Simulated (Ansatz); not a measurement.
# Si: a trial structure relaxed, part 2 of 2

Where does this trial cell of Si go when cell and atoms are let free?

Ansatz 0.2.0; DFT PBE, scalar-relativistic, plane waves, PAW. The steps go on from the part before.

### 4 Full relaxation

The end of the coarse run is made exact in the group found at a tolerance of 0.06 Å and reduced to its primitive cell.

The input, input.yaml:

```yaml
crystal:
  lattice:
    - [-3.5885150029, 3.5885150029, 2.1014313821]
    - [3.5885150029, -3.5885150029, 2.1014313821]
    - [3.5885150029, 3.5885150029, -2.1014313821]
  atoms:
    - { symbol: Si, position: [0.5, 0.5, 0.0] }
    - { symbol: Si, position: [0.25, 0.75, 0.5] }
    - { symbol: Si, position: [0.8368180629, 0.625, 0.7118180629] }
    - { symbol: Si, position: [0.9131819371, 0.125, 0.2881819371] }
    - { symbol: Si, position: [0.375, 0.1631819371, 0.2881819371] }
    - { symbol: Si, position: [0.875, 0.0868180629, 0.7118180629] }
basis:
  ecutwfc: 420
kpoints:
  mp_grid: { grid: [10, 10, 10] }
hamiltonian:
  xc: pbe
scf:
  occupations: { method: gaussian, width: 0.1 }
output:
  forces: true
  stress: true
  eigenvalues: true
  write_density: true
  write_potential: true
  elf: true
  volumetric_format: npy
relax:
  adjacent_minimum: "off"
  f_tol: 0.01
  max_steps: 80
  cell: { stress_tol: 0.05 }
```

The run is started by

```bash
ansatz run input.yaml --threads 1 --pin off --max-ram 2560MiB --backend cpu --events-out ev --progress --plain --runs-dir out
```

Log:

```text
Warning: RAYON_NUM_THREADS=1 ignored (pool sized by the plan → 1); use --threads N
Engine: ansatz 0.2.0, aarch64-unknown-linux-gnu
Pseudopotentials: kind: paw
Pseudopotential: Si, paw, valence charge 4, recommended cutoff 420 eV (normal), Si.paw.azcp
Functional definition: PBE
  parameter kappa = 0.804
  parameter beta = 0.06672455060314922
  exchange = pbe_x(kappa = kappa, mu = beta*pi^2/3)
  correlation = pbe_c(beta = beta)
Crystal: 6 atoms, lattice volume = 108.244 Å³
Basis set: ecut = 420 eV, 2091 PW (Γ), exchange–correlation on 80×80×80 points (8 copies of the dense FFT grid, shifted against one another)
Bands: 18, of which v1, the nominal top of the filled ones, is band 12 counted from 1 (11 counted from 0)
Symmetry: 8 space group operations
Space group: I4122 (ITA 98), of the structure as read, at distance tolerance 4.8e-5 Å
k-points: 102 of 1000 (time reversal used)
Non-local potential: Si, projectors of the file, l = 0: 2, l = 1: 2, l = 2: 2
PAW form: soft (Blöchl's): semilocal exchange-correlation on the pseudo side does not see the compensation charge
PAW one-centre angular grid: Si, 110 points (default); XC on 64 Gauss nodes
Initial density: superposition of atomic densities (neutral atoms: chi_scale 0, normalization atom), corrected by the library's trained network
Initial wavefunctions: pseudopotential atomic-orbital guess
Functional: x = pbe(κ = 0.804, μ = 0.2195149727645171), c = pbe(β = 0.06672455060314922)
SCF iter   1: F=—  HF=-3812.635763 eV  |F-HF|=—  |Δ(HF+E_count)|=         —  Δρ=2.47e-3  dr2=1.03e-2  ethr=1.77e-3  ⟨swp⟩=6.8  Hψ=11693  notcnv=0
preconditioner: auto → Kerker (q_TF=auto, 2.123 Å⁻¹)  [metal: Δε(μ)=0.026 eV  Ē_g=7.591 eV  σ=0.100 eV  W_gap=0.15  n_scr=16 (ndim 8)  ℏωp=17.5 eV  f_vac=0.000  D(μ)=1.01/eV (n_scr^D=4)]
SCF iter   2: F=—  HF=-3812.635211 eV  |F-HF|=—  |Δ(HF+E_count)|=   5.52e-4  Δρ=1.43e-3  dr2=3.73e-3  ethr=4.30e-5  ⟨swp⟩=2.2  Hψ=3491  notcnv=0
SCF iter   3: F=—  HF=-3812.634722 eV  |F-HF|=—  |Δ(HF+E_count)|=   4.89e-4  Δρ=2.75e-4  dr2=1.89e-4  ethr=1.55e-5  ⟨swp⟩=2.9  Hψ=2885  notcnv=0
SCF iter   4: F=—  HF=-3812.634737 eV  |F-HF|=—  |Δ(HF+E_count)|=   1.49e-5  Δρ=9.21e-5  dr2=2.90e-5  ethr=7.90e-7  ⟨swp⟩=2.0  Hψ=2698  notcnv=0
SCF iter   5: F=—  HF=-3812.634728 eV  |F-HF|=—  |Δ(HF+E_count)|=   9.32e-6  Δρ=2.67e-5  dr2=1.69e-6  ethr=1.21e-7  ⟨swp⟩=2.6  Hψ=2803  notcnv=0
SCF iter   6: F=-3812.634728 eV  HF=-3812.634728 eV  |F-HF|=1.10e-8  |Δ(HF+E_count)|=   5.17e-7  Δρ=5.44e-6  dr2=6.65e-8  ethr=4.17e-10  ⟨swp⟩=11.5  Hψ=14674  notcnv=0
SCF 1 converged in 6 iterations: F = -3812.634728 eV  dr2 = 6.65e-8
relax step   1: F+E_penalty+E_count = -3812.63472819 eV  Δ(F+E_penalty+E_count) = +0.000e0 eV  max|allowed force component| = 3.850e-3 eV/Å  Δτ_max = 0.0000 Å  P = -0.104 GPa  Ω = 108.244 Å³  (6 SCF iters, dr2 threshold 1.00e-7 eV, accepted)
Crystal: 6 atoms, lattice volume = 108.205 Å³
Basis set: ecut = 420 eV, 2095 PW (Γ), exchange–correlation on 80×80×80 points (8 copies of the dense FFT grid, shifted against one another)
Initial density: handed on by an earlier stage of this run
Initial wavefunctions: those handed on with the density
iter 1 solved again at ethr=2.09e-7 eV; its pass at ethr=3.10e-3 eV (dr2=5.02e-5 eV) is discarded
SCF iter   1: F=—  HF=-3812.635009 eV  |F-HF|=—  |Δ(HF+E_count)|=         —  Δρ=2.09e-4  dr2=5.35e-5  ethr=2.09e-7  ⟨swp⟩=2.8  Hψ=12012  notcnv=0
preconditioner: auto → Kerker (q_TF=auto, 2.123 Å⁻¹)  [metal: Δε(μ)=0.027 eV  Ē_g=7.595 eV  σ=0.100 eV  W_gap=0.15  n_scr=16 (ndim 8)  ℏωp=17.5 eV  f_vac=0.000  D(μ)=1.06/eV (n_scr^D=4)]
SCF iter   2: F=—  HF=-3812.634990 eV  |F-HF|=—  |Δ(HF+E_count)|=   1.87e-5  Δρ=1.26e-4  dr2=1.97e-5  ethr=2.09e-7  ⟨swp⟩=1.0  Hψ=1836  notcnv=0
SCF iter   3: F=—  HF=-3812.634988 eV  |F-HF|=—  |Δ(HF+E_count)|=   2.28e-6  Δρ=1.50e-5  dr2=3.69e-7  ethr=8.20e-8  ⟨swp⟩=2.0  Hψ=2938  notcnv=0
SCF iter   4: F=-3812.634988 eV  HF=-3812.634988 eV  |F-HF|=6.34e-9  |Δ(HF+E_count)|=   7.68e-8  Δρ=3.98e-6  dr2=3.44e-8  ethr=1.21e-9  ⟨swp⟩=9.3  Hψ=13117  notcnv=0
SCF 2 converged in 4 iterations: F = -3812.634988 eV  dr2 = 3.44e-8
relax step   2: F+E_penalty+E_count = -3812.63498809 eV  Δ(F+E_penalty+E_count) = -2.599e-4 eV  max|allowed force component| = 7.507e-3 eV/Å  Δτ_max = 0.0008 Å  P = -0.038 GPa  Ω = 108.205 Å³  energy of the carried Pulay correction = +6.091e-6 eV  (4 SCF iters, dr2 threshold 2.89e-7 eV, accepted)
Crystal: 6 atoms, lattice volume = 108.167 Å³
iter 1 solved again at ethr=1.48e-8 eV; its pass at ethr=3.10e-3 eV (dr2=3.55e-6 eV) is discarded
SCF iter   1: F=—  HF=-3812.635047 eV  |F-HF|=—  |Δ(HF+E_count)|=         —  Δρ=5.57e-5  dr2=3.89e-6  ethr=1.48e-8  ⟨swp⟩=2.8  Hψ=12066  notcnv=0
preconditioner: auto → Kerker (q_TF=auto, 2.123 Å⁻¹)  [metal: Δε(μ)=0.007 eV  Ē_g=7.596 eV  σ=0.100 eV  W_gap=0.04  n_scr=16 (ndim 8)  ℏωp=17.5 eV  f_vac=0.000  D(μ)=1.05/eV (n_scr^D=4)]
SCF iter   2: F=—  HF=-3812.635033 eV  |F-HF|=—  |Δ(HF+E_count)|=   1.37e-5  Δρ=3.33e-5  dr2=1.34e-6  ethr=1.48e-8  ⟨swp⟩=1.0  Hψ=1836  notcnv=0
SCF iter   3: F=—  HF=-3812.635033 eV  |F-HF|=—  |Δ(HF+E_count)|=   1.50e-7  Δρ=3.82e-6  dr2=2.10e-8  ethr=5.59e-9  ⟨swp⟩=2.1  Hψ=3033  notcnv=0
SCF iter   4: F=-3812.635033 eV  HF=-3812.635033 eV  |F-HF|=5.25e-10  |Δ(HF+E_count)|=   4.02e-9  Δρ=1.02e-6  dr2=1.36e-9  ethr=7.02e-11  ⟨swp⟩=7.2  Hψ=9790  notcnv=0
SCF 3 converged in 4 iterations: F = -3812.635033 eV  dr2 = 1.36e-9
relax step   3: F+E_penalty+E_count = -3812.63503281 eV  Δ(F+E_penalty+E_count) = -4.472e-5 eV  max|allowed force component| = 1.733e-3 eV/Å  Δτ_max = 0.0002 Å  P = -0.014 GPa  Ω = 108.167 Å³  energy of the carried Pulay correction = +1.099e-5 eV  (4 SCF iters, dr2 threshold 1.69e-8 eV, accepted)
Initial wavefunctions: pseudopotential atomic-orbital guess (no wavefunctions were taken with the density)
iter 1 solved again at ethr=3.08e-7 eV; its pass at ethr=3.10e-3 eV (dr2=7.38e-5 eV) is discarded
SCF iter   1: F=—  HF=-3812.635037 eV  |F-HF|=—  |Δ(HF+E_count)|=         —  Δρ=2.38e-6  dr2=1.73e-9  ethr=3.08e-7  ⟨swp⟩=3.0  Hψ=16702  notcnv=0
eigensolver tolerance schedule: the retry pair's looser diagonalisation over-reported the residual by 42712.81 of it (diagonalisation noise at an unbounded share of the residual, at the tolerance the schedule requests for it); recorded, not acted on — ethr = c·dr2/N_el stays at c = 1.0e-1
SCF iter   2: F=—  HF=-3812.635019 eV  |F-HF|=—  |Δ(HF+E_count)|=   1.86e-5  Δρ=1.41e-6  dr2=1.07e-9  ethr=7.20e-12  ⟨swp⟩=3.1  Hψ=4269  notcnv=0
SCF iter   3: F=—  HF=-3812.635019 eV  |F-HF|=—  |Δ(HF+E_count)|=   4.57e-9  Δρ=6.20e-7  dr2=3.53e-10  ethr=4.46e-12  ⟨swp⟩=1.8  Hψ=2465  notcnv=0
SCF iter   4: F=-3812.635019 eV  HF=-3812.635019 eV  |F-HF|=3.37e-11  |Δ(HF+E_count)|=  7.10e-10  Δρ=1.43e-7  dr2=2.19e-11  ethr=1.00e-12  ⟨swp⟩=5.7  Hψ=10735  notcnv=0
SCF 4 converged in 4 iterations: F = -3812.635019 eV  dr2 = 2.19e-11
relax step   4: F+E_penalty+E_count = -3812.63501879 eV  Δ(F+E_penalty+E_count) = +1.402e-5 eV  max|allowed force component| = 1.737e-3 eV/Å  Δτ_max = 0.0000 Å  P = -0.014 GPa  Ω = 108.167 Å³  stress off target by 1.50e-2 GPa  SCF on the basis re-selected at this cell (its energy is not comparable with the rows above)  (4 SCF iters)
basis re-selected at this cell: Δ(F+E_penalty+E_count) = +1.402e-5 eV, ΔP = -0.000 GPa vs the last step (what re-selecting the basis moved, of the pressure what is left beyond the Pulay correction that the steps carried, after the strain that the cell walked since its last selection, with what the two solves' SCF thresholds leave and, on support functions, any second-order correction that the steps lacked; it is no measure of the basis error at this ecutwfc). This SCF's stress stands 1.50e-2 GPa from its target on what of the cell is left free (relax.cell.stress_tol is 5.00e-2 GPa) and its largest allowed force component is 1.74e-3 eV/Å (relax.f_tol is 1.00e-2 eV/Å): within both
SCF converged after 4 iterations
Free energy (F): -3812.635019 eV
Harris-Foulkes:  -3812.635019 eV  (|F-HF|=3.37e-11)
Internal energy: -3812.629745 eV  (E = F + TS)
E sigma→0 (E₀):  -3812.632382 eV
Entropy (-TS):   -0.005273 eV (-0.879 meV/atom)
Fermi energy:    7.402069 eV
--- Per-component energies (eV) ---
  E_band       = 54.746494
  E_kinetic    = 240.856802
  E_local      = -116.479804  (includes V_loc(G=0)·N_el)
  E_nonlocal   = 154.250613
  E_hartree    = 35.247486
  E_xc         = -331.419166
  E_vxc        = -280.900162  (∫ρ·V_xc dr)
  E_paw        = -3075.179381  (= ΣΔE_a)
  E_vpaw       = -13.475933  (= ΣTr[D̂ρ^β])
  E_aug_tail   = 0.000038  (compensation charges beyond the density's cutoff)
  E_ewald      = -719.906333
  E_smearing   = -0.005273  (= −TS)
  E_closure    = -0.000000  (closes the sum)
  Σ components = -3812.635019   (vs F -3812.635019, Δ=0.00e0)
--- Forces (eV/Å), atoms counted from 1 ---
  atom   1  Si    -0.00000000     0.00000000    -0.00000000
  atom   2  Si    -0.00000000    -0.00000000     0.00000000
  atom   3  Si     0.00000000    -0.00173678     0.00000000
  atom   4  Si     0.00000000     0.00173678     0.00000000
  atom   5  Si     0.00173678    -0.00000000     0.00000000
  atom   6  Si    -0.00173678     0.00000000     0.00000000
  max |Σ_I F_I| component: 1.04e-16 eV/Å
--- Stress (GPa, compression-positive) ---
       -0.014996       0.000000       0.000000
        0.000000      -0.014996       0.000000
        0.000000       0.000000      -0.011122
  P = ⅓ Tr σ = -0.0137 GPa (-0.137 kbar)
--- Band table (eV; the first three rows and the last of 102) ---
  k-point 0: bands = ["-5.3337", "-1.1059", "-0.2161", "-0.2161", "2.4569", "3.4870", "3.9728", "4.8013", "5.1972", "5.1972", "5.3205", "5.3205", "5.5388", "7.7652", "8.7312", "8.7312", "9.5161", "13.2614"]
  k-point 1: bands = ["-5.2843", "-1.4800", "-0.1788", "0.0492", "2.6166", "3.3128", "3.9453", "4.7266", "4.9223", "5.0363", "5.2597", "5.5276", "5.9351", "8.0892", "8.8137", "8.8420", "9.7958", "12.7678"]
  k-point 2: bands = ["-5.1380", "-2.1226", "-0.0719", "0.4107", "2.9285", "2.9351", "3.8806", "4.5823", "4.7031", "4.7195", "5.1512", "6.0471", "6.5493", "8.8532", "9.0721", "9.1654", "10.5018", "11.8690"]
  k-point 101: bands = ["-3.2620", "-3.2620", "-2.9019", "0.0498", "2.3964", "2.3964", "5.4289", "6.2008", "6.4526", "6.4526", "6.9371", "7.9162", "8.6439", "8.6439", "9.2198", "9.4356", "9.4356", "9.4557"]
--- Relaxed structure (3 steps of the walk, 3 accepted, 1 SCFs on fresh bases) ---
  F+E_penalty+E_count = -3812.63501879 eV   max|allowed force component| = 1.737e-3 eV/Å   (the final SCF, on the basis selected at the relaxed cell)
  cell:  # Å, volume = 108.1674 Å³
    - [-3.5917654534883585, 3.5917654534883585, 2.0961401821828933]
    - [3.5917654534883585, -3.5917654534883585, 2.0961401821828933]
    - [3.5917654534883585, 3.5917654534883585, -2.0961401821828933]
  atoms:
    - { symbol: Si, position: [0.49999999999999994, 0.49999999999999994, 4.139586140425177e-35] }
    - { symbol: Si, position: [0.24999999999999994, 0.75, 0.49999999999999994] }
    - { symbol: Si, position: [0.8367247652058116, 0.6249999999999998, 0.7117247652058116] }
    - { symbol: Si, position: [0.9132752347941882, 0.12500000000000003, 0.28827523479418826] }
    - { symbol: Si, position: [0.375, 0.16327523479418826, 0.2882752347941882] }
    - { symbol: Si, position: [0.8749999999999999, 0.0867247652058117, 0.7117247652058116] }
```

It took 90 s on 1 thread of Arm Neoverse V1, shared host; peak memory 0.46 GiB.

Relaxation path:

```csv
step,E - E(step 1) (eV/cell),largest force component (eV/Å),pressure (GPa),volume (Å³)
1,0.0000,0.0039,-0.10,108.24
2,-0.0003,0.0075,-0.04,108.20
3,-0.0003,0.0017,-0.01,108.17
4,-0.0003,0.0017,-0.01,108.17
```

Step 1 is the start. Step 4 repeats the geometry before it on a plane-wave basis chosen anew for that cell, so its energy need not be comparable with the rows above.

Lengths and angles in the start's conventional setting:

|  | before | after | change |
| --- | --- | --- | --- |
| a (Å) | 7.177 | 7.184 | +0.1 % |
| b (Å) | 7.177 | 7.184 | +0.1 % |
| c (Å) | 4.203 | 4.192 | -0.3 % |
| volume (Å³/atom) | 18.04 | 18.03 | -0.1 % |
| shortest distance (Å) | 2.393 | 2.393 | 0.0 % |
| space group (0.01 Å) | I4_122 | I4_122 | same |

Forces and stress were held to the start's 8 operations: a distortion of lower symmetry was not tested.

The maps below are laid out on this run's own conventional cell (a, b, c = 7.184, 7.184, 4.192 Å).

Density in a lattice plane of the grid's cell (edges 7.18 and 4.19 Å, at 0.000 of the third edge), which holds Si.

Ten even steps from '0' (0.04 e/Å³) to '9' (0.51 e/Å³):
```
123563247753235774236532
235774236532123563247753
567998556421112465589976
679987654321112345678997
259864322222222222346895
026642111234543211124662
245421001356665310012454
665310012453235421001356
543211124662026642111234
222222346895259864322222
112345678998689987654321
112465689976567998666421
```
Columns run along the first of these edges and rows up along the second, over one cell in 24 and 12 even steps from the bottom left corner. Atoms in the plane (fractional): Si at (0.00, 0.50), Si at (0.50, 0.25).

ELF in the same plane.

Ten even steps from ' ' (0.09) to '@' (0.91):
```
  ..==**==::--==**##**--::--**##**==--::==**==..
::--**##**==--::==**==..  ..==**==::--==**##**--
++**%%@@@@##====++++::      ::++++====##@@@@%%**
==##@@@@@@@@##**++--..      ..--++**##@@@@@@@@##
::==%%@@@@%%**==::::....::....::::==**%%@@@@%%==
**--++####==::....::--==++==--::....::==####++--
::::==++==..    ..==++++==++++==..    ..==++==::
==++++==..    ..==++==::::::==++==..    ..==++++
++==--::....::==####++--++--++####==::....::--==
::....::::==**##@@@@%%==::==%%@@@@##**==::::....
    ..--++**##@@@@@@@@##==##@@@@@@@@##**++--..  
    ::++**====##@@@@%%**++**%%@@@@##====**++::  
```
Columns run along the first of these edges and rows up along the second, over one cell in 24 and 12 even steps from the bottom left corner. Atoms in the plane (fractional): Si at (0.00, 0.50), Si at (0.50, 0.25).

Both are smooth fields of the valence electrons: close to the nuclei they are not physical.

Maxima of ELF outside the ion cores: 0.92 on the Si–Si line, 1.0 Å from Si.

### 5 Summary of results

This closing draws on all 2 parts. Changes of volume or cell count from the first structure of part 1.

```
                              quantity                                                                      value
symmetry at the end (tolerance 0.05 Å)                                                space group I4_122 (No. 98)
                     conventional cell  a = 7.184 Å, b = 7.184 Å, c = 4.192 Å, α = 90.00°, β = 90.00°, γ = 90.00°
                                volume                                                              18.03 Å³/atom
        energy over the standard state                                                              +0.37 eV/atom
                       gap on the mesh                                                               none (metal)
```

What this shows: The space group I4_122 (No. 98) is kept, and the volume per atom grows by 22.2 % from the first guess. It lies above the element's standard state, so it is metastable at best. No finished test with a distortion of lower symmetry is shown, so the end may be a saddle point.
